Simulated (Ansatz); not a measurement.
Take a crystal in which Bi has been replaced by P on all its sites, with the cell rescaled by a rough guess (in some cases also distorted within its space group) and nothing relaxed:

```yaml
crystal:
  lattice:
    - [3.83692, 0.00000, 0.00000]
    - [-1.91846, 3.32287, 0.00000]
    - [0.00000, 0.00000, 9.99933]
  atoms:
    - { symbol: P, position: [0.33333, 0.66667, 0.25000] }
    - { symbol: P, position: [0.66667, 0.33333, 0.75000] }
```

These are results of Ansatz, DFT PBEsol, scalar-relativistic, plane waves, PAW, not measurements.

Plane waves to 420 eV, a k mesh through Γ of 12×12×4 on the computed 2-atom cell and Gaussian smearing (0.10 eV); no spin polarisation.

(1) Will this cell want to expand or contract, and how hard?

(2) Is it a metal on this mesh?

The cell holds layers, and where no dispersion correction was added their binding is poorly described.

## Answers

(1) The pressure is -6.1 GPa (positive in compression), so the cell would contract.

(2) Yes, a band crosses the Fermi level.

This form isn't the element's structure at ambient conditions.